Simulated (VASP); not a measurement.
Input of a VASP 6.6.1 run:

The input INCAR:

```
  PREC = Accurate
  ENCUT = 600
  EDIFF = 1E-7
  ISMEAR = 0
  SIGMA = 0.02
  LREAL = False
  LASPH = True
  NELM = 100
  ALGO = Fast
  ISIF = 3
  LWAVE = False
  LCHARG = False
  GGA = PE
  IBRION = 2
  NSW = 70
  EDIFFG = -0.02
```

File KPOINTS:

```
Automatic mesh
0
Gamma
  14 14 14
```

File POSCAR:

```
GaN
1.0
    0.0000000000      2.1333702881      2.1333702881
    2.1333702881      0.0000000000      2.1333702881
    2.1333702881      2.1333702881      0.0000000000
Ga N
1 1
Direct
    0.5000000000      0.5000000000      0.5000000000
    0.0000000000      0.0000000000      0.0000000000
```

Potentials or basis: VASP PAW PBE potentials, release 64 (Ga_d, N).

Command:

```sh
$ cat potpaw_PBE.64/Ga_d/POTCAR potpaw_PBE.64/N/POTCAR > POTCAR
$ mpirun -np 1 vasp_std > vasp.out
```

(1) Estimate the relaxed cell.

(2) Predict the space group after relaxing (to 0.05 Å).

(3) Predict the relaxed volume.

Results:

(1) a = 3.021 Å, b = 3.021 Å, c = 3.021 Å, α = 60.00°, β = 60.00°, γ = 60.00°.

(2) Fm-3m (No. 225).

(3) 9.75 Å³/atom.
